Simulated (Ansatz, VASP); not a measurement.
**GaN in VASP and in Ansatz**

```xyz
4
Lattice="3.1756 0.0000 0.0000 -1.5878 2.7501 0.0000 0.0000 0.0000 5.1804" Properties=species:S:1:pos:R:3 pbc="T T T"
Ga    0.0000    1.8334   -0.0035
Ga    1.5878    0.9167    2.5867
N     0.0000    1.8334    1.9461
N     1.5878    0.9167    4.5363
```

Alike in both runs: functional BLYP; k mesh 8 × 8 × 6; occupations gaussian, width 0.05 eV; no spin polarisation.

Ansatz relaxed the structure, and its values are those at the end. VASP's run is a single point on that final structure, the one shown.

|  | VASP | Ansatz |
| --- | --- | --- |
| version | VASP 6.6.1 | Ansatz 0.2.0 |
| potentials or method | VASP PAW PBE potentials, release 64 (Ga_d, N) | scalar-relativistic, plane waves, PAW |
| plane-wave cutoff (eV) | 520 | 420 |
| valence electrons in the cell | 36 | 36 |

```csv
,VASP,Ansatz,Ansatz less VASP
gap on the k mesh at the Fermi level (eV),2.05,2.06,+0.010
least direct gap on the mesh (eV),2.05,2.06,+0.010
pressure (GPa),14.5,13.0,-1.55
rms of the force components (eV/Å),0.004,0.002,-0.0019
```

Caveats: the PAW data sets were made with another functional, which shifts forces and pressure a little (VASP).
